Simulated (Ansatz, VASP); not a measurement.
This is a calculation of GaP for Ansatz 0.2.0. 

The input input.yaml:

```yaml
crystal:
  lattice:
    - [0.0, 2.72525, 2.72525]
    - [2.72525, 0.0, 2.72525]
    - [2.72525, 2.72525, 0.0]
  atoms:
    - { symbol: Ga, position: [0.0, 0.0, 0.0] }
    - { symbol: P, position: [0.75, 0.75, 0.75] }
hamiltonian:
  xc: revpbe
  pseudopotentials: { kind: paw }
kpoints:
  mp_grid: { grid: [8, 8, 8] }
scf:
  occupations: { method: fermi_dirac, width: 0.05 }
output:
  forces: true
  stress: true
relax:
  f_tol: 0.01
  max_steps: 40
  cell: { stress_tol: 0.05 }
```

Potentials or basis: Ansatz PAW.

Command:

```console
$ ansatz run input.yaml --threads 2 --pin off --max-ram 5632MiB --backend cpu --events-out ev --progress --plain --runs-dir out
```

Task: What does the same run look like in VASP 6.6.1? Potentials or basis there: PBE PAW files Ga_d, P, 600 eV.

Result: As run (cutoffs and basis follow the program's own potentials, and thresholds, step limits or extra output files can differ):

INCAR

```
SYSTEM = GaP
PREC     = Accurate       ! precision mode
ENCUT    = 600            ! plane-wave cutoff, eV
EDIFF    = 1E-7           ! SCF threshold, eV
ISMEAR   = -1             ! smearing method
SIGMA    = 0.05           ! smearing width, eV
LREAL    = .FALSE.        ! projectors in reciprocal space
LASPH    = .TRUE.         ! aspherical terms in the spheres
NELM     = 80             ! most SCF steps
ALGO     = Normal         ! electronic algorithm
ISIF     = 3              ! what is computed and relaxed
LWAVE    = .FALSE.        ! write WAVECAR
LCHARG   = .FALSE.        ! write CHGCAR
GGA      = RE             ! functional
IBRION   = 2              ! ionic algorithm
NSW      = 40             ! ionic steps
EDIFFG   = -0.01          ! ionic threshold
```

Contents of KPOINTS:

```
regular mesh
0
G
  8 8 8
  0 0 0
```

The input POSCAR:

```
GaP
1.0
    0.0000000000      2.7252500000      2.7252500000
    2.7252500000      0.0000000000      2.7252500000
    2.7252500000      2.7252500000      0.0000000000
Ga P
1 1
Direct
    0.0000000000      0.0000000000      0.0000000000
    0.7500000000      0.7500000000      0.7500000000
```

Potentials or basis: VASP PAW PBE potentials, release 64 (Ga_d, P).

Command:

```console
$ cat potpaw_PBE.64/Ga_d/POTCAR potpaw_PBE.64/P/POTCAR > POTCAR
$ mpirun -np 1 vasp_std > vasp.out
```

Both were run:

|  | Ansatz | VASP |
| --- | --- | --- |
| Relaxed volume | 21.27 Å³/atom | 21.25 Å³/atom |
| Relaxed cell | a = 3.918 Å, b = 3.918 Å, c = 3.918 Å, α = 60.00°, β = 60.00°, γ = 60.00° | a = 3.917 Å, b = 3.917 Å, c = 3.917 Å, α = 60.00°, β = 60.00°, γ = 60.00° |
| Space group after relaxing | F-43m (No. 216) | F-43m (No. 216) |
| Pressure after relaxing | 0.0 GPa | 0.0 GPa |

Ansatz's pressure holds a Pulay term of +0.04 GPa for its cutoff of 420 eV, which the other run lacks.

Ansatz's potentials were made for PBE. VASP's potentials were made for PBE.

Where Ansatz's input types no cutoff or centring, it takes its own default and a Γ-centred mesh.

Pressure is positive in compression.
